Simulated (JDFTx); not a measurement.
Here is a JDFTx 1.7.0 (patched build) calculation.

File CoO.in:

```
lattice \
    2.8449251281    -2.8449251281     0.0000000000 \
    1.6425182886     1.6425182886    -3.2850365771 \
    4.6107936168     4.6107936168     4.6107936168
coords-type Lattice
ion Co     0.0000000000     0.0000000000     0.0000000000 1
ion O      0.5000000000     0.5000000000     0.5000000000 1

ion-species pseudo/Co.upf
ion-species pseudo/O.upf
elec-cutoff 48 384
elec-ex-corr gga-PBEsol
kpoint-folding 11 11 11
elec-smearing Fermi 0.0018374661
elec-n-bands 19
spintype z-spin
initial-magnetic-moments Co 2
elec-initial-magnetization 2 no
electronic-SCF nIterations 100 energyDiffThreshold 1e-09
electronic-minimize nIterations 30 energyDiffThreshold 1e-7
converge-empty-states yes
forces-output-coords Cartesian

dump-name run.$VAR
dump End Ecomponents EigStats BandEigs Kpoints Forces Stress ElecDensity Dtot
```

Potentials or basis: PseudoDojo-SR-PBEsol-0.4.1-standard with smoothed tails.

Launch:

```console
$ jdftx -c 1 -i CoO.in -o CoO.out
```

(1) Estimate the site moments.

(2) What does it give for the net moment?

(3) Predict the absolute moment.

(4) Predict the band gap on the k mesh.

Results:

(1) Co +2.56; O +0.42 μB.

(2) 2.97 μB per cell.

(3) 2.99 μB per cell.

(4) none (metal or under the smearing width).

Caveat: a cell with one magnetic atom can't hold antiferromagnetic order, which such compounds often take; semilocal functionals often make such compounds metallic where correlation or magnetic order opens a gap, which also shifts bond lengths.
